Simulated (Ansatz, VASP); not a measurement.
CdTe: VASP beside Ansatz

```
Cd Te
1.0
     0.00000    3.30963    3.30963
     3.30963    0.00000    3.30963
     3.30963    3.30963    0.00000
Cd Te
1 1
Direct
  0.00000 0.00000 0.00000
  0.25000 0.25000 0.25000
```

Alike in both runs: functional PBE; k mesh 10 × 10 × 10; occupations gaussian, width 0.02 eV; no spin polarisation.

Ansatz relaxed the structure, and its values are those at the end. VASP's run is a single point on that final structure, the one shown.

```csv
,VASP,Ansatz
version,VASP 6.6.1,Ansatz 0.2.0
potentials or method,"VASP PAW PBE potentials, release 64 (Cd, Te)","scalar-relativistic, plane waves, PAW"
plane-wave cutoff (eV),520,420
valence electrons in the cell,18,36
```

```csv
,VASP,Ansatz,Ansatz less VASP
gap on the k mesh at the Fermi level (eV),0.58,0.58,+0.003
least direct gap on the mesh (eV),0.58,0.58,+0.003
pressure (GPa),0.1,0.0,-0.10
```

The two sets of potentials don't hold the same shells in valence.

Caveats: spin-orbit coupling is left out, which moves the levels of the heavy elements. A hybrid or GW would open this gap; PBE tends to underestimate it.
